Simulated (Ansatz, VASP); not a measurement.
**Ge in VASP and in Ansatz**

File INCAR:

```
SYSTEM = Ge
ALGO = Normal
EDIFF = 1E-7
ENCUT = 520
GGA = PE
ISIF = 2
ISMEAR = -1
LASPH = .TRUE.
LCHARG = .FALSE.
LREAL = .FALSE.
LWAVE = .FALSE.
NBANDS = 36
NELM = 100
PREC = Accurate
SIGMA = 0.02
```

The input KPOINTS:

```
k-points
0
G
  6 6 4
  0 0 0
```

POSCAR

```
Ge
1.0
    3.9755612603      0.0000000000      0.0000000000
   -1.9877806301      3.4429370457      0.0000000000
    0.0000000000      0.0000000000      6.5563580207
Ge
4
Direct
    0.3333333333      0.6666666667      0.0003197902
    0.6666666667      0.3333333333      0.5003197902
    0.3333333333      0.6666666667      0.3746802098
    0.6666666667      0.3333333333      0.8746802098
```

Input for Ansatz:

```yaml
crystal:
  lattice:
    - [3.9755612603, 0.0, 0.0]
    - [-1.9877806301, 3.4429370457, 0.0]
    - [0.0, 0.0, 6.5563580207]
  atoms:
    - { symbol: Ge, position: [0.3333333333, 0.6666666667, 0.0003197902] }
    - { symbol: Ge, position: [0.6666666667, 0.3333333333, 0.5003197902] }
    - { symbol: Ge, position: [0.3333333333, 0.6666666667, 0.3746802098] }
    - { symbol: Ge, position: [0.6666666667, 0.3333333333, 0.8746802098] }
kpoints:
  mp_grid: { grid: [6, 6, 4] }
hamiltonian:
  xc: pbe
scf:
  occupations: { method: fermi_dirac, width: 0.02 }
  n_extra_bands: 5
output:
  forces: true
  stress: true
  eigenvalues: true
```

Alike in both runs: task single point; functional PBE; k mesh 6 × 6 × 4; occupations fermi-dirac, width 0.02 eV; no spin polarisation.

```csv
,VASP,Ansatz
version,VASP 6.6.1,Ansatz 0.2.0
potentials or method,"VASP PAW PBE potentials, release 64 (Ge_d)","plane waves, PAW"
plane-wave cutoff (eV),520,420
valence electrons in the cell,56,56
```

|  | VASP | Ansatz | Ansatz less VASP |
| --- | --- | --- | --- |
| pressure (GPa) | 4.2 | 4.2 | +0.06 |
| largest component of the traceless stress (GPa) | 0.38 | 0.39 | +0.008 |
| rms of the force components (eV/Å) | 0.007 | 0.007 | +0.0004 |

Atom by atom the forces differ by 0.000 eV/Å (rms over components).
